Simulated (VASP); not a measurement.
Crystal: Si.

```
Si
1.0
     0.00000    2.71763    2.71763
     2.71763    0.00000    2.71763
     2.71763    2.71763    0.00000
Si
2
Direct
  0.50000 0.50000 0.50000
  0.75000 0.75000 0.75000
```

Program: VASP 6.6.1. Alike in all runs: task band structure; potentials or basis VASP PAW PBE potentials, release 64 (Si); no spin polarisation; cell as given; k mesh 14 × 14 × 14; cutoff (eV) 520; smearing gaussian 0.02 eV. Hardware: 1 thread of Intel(R) Xeon(R) 6975P-C (Granite Rapids), with other jobs on the host.

Order these runs on this cell by their wall time, lowest first.
A. level PBEsol
B. level r2SCAN
C. level TB-mBJ

A (25 s), C (59 s), B (130 s).
